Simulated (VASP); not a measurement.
Input of a VASP 6.6.1 run:

run.py

```python
from ase.calculators.vasp import Vasp
from ase.dft.bandgap import bandgap
from ase.io import read

atoms = read('PbS.xyz')
calc = Vasp(
    directory='calc',
    xc='pbe',
    pp='PBE',
    setups='materialsproject',
    prec='Accurate',
    encut=520,
    ediff=1e-06,
    ismear=0,
    sigma=0.1,
    lreal=False,
    lasph=True,
    nelm=100,
    algo='Normal',
    isif=2,
    lwave=False,
    lcharg=False,
    kpts=[8, 8, 8],
    gamma=True,
    nbands=17,
)
atoms.calc = calc

print('energy (eV):', atoms.get_potential_energy())
print('free energy (eV):', atoms.get_potential_energy(force_consistent=True))
print('forces (eV/A):')
print(atoms.get_forces())
print('stress (eV/A^3, Voigt):', atoms.get_stress())
print('Fermi level (eV):', calc.get_fermi_level())
gap, top, bottom = bandgap(calc)
print('band gap (eV):', gap, 'from (spin, k, band)', top, 'to', bottom)
```

The input PbS.xyz:

```xyz
2
Lattice="0.0000000000 2.9657500000 2.9657500000 2.9657500000 0.0000000000 2.9657500000 2.9657500000 2.9657500000 0.0000000000" Properties=species:S:1:pos:R:3 pbc="T T T"
Pb     0.0000000000      0.0000000000      0.0000000000
S      2.9657500000      2.9657500000      2.9657500000
```

Potentials or basis: VASP PAW PBE potentials, release 64 (Pb_d, S).

The run is started by

```sh
$ python run.py
```

**Question.** Estimate the pressure.

**Answer.** 2.1 GPa.

**Question.** What does it give for the band gap on the k mesh?

**Answer.** 0.36 eV, direct.

Caveat: spin-orbit coupling is left out, which as a rule narrows the gap of such compounds by several tenths of an eV. A k mesh can miss the band edges.
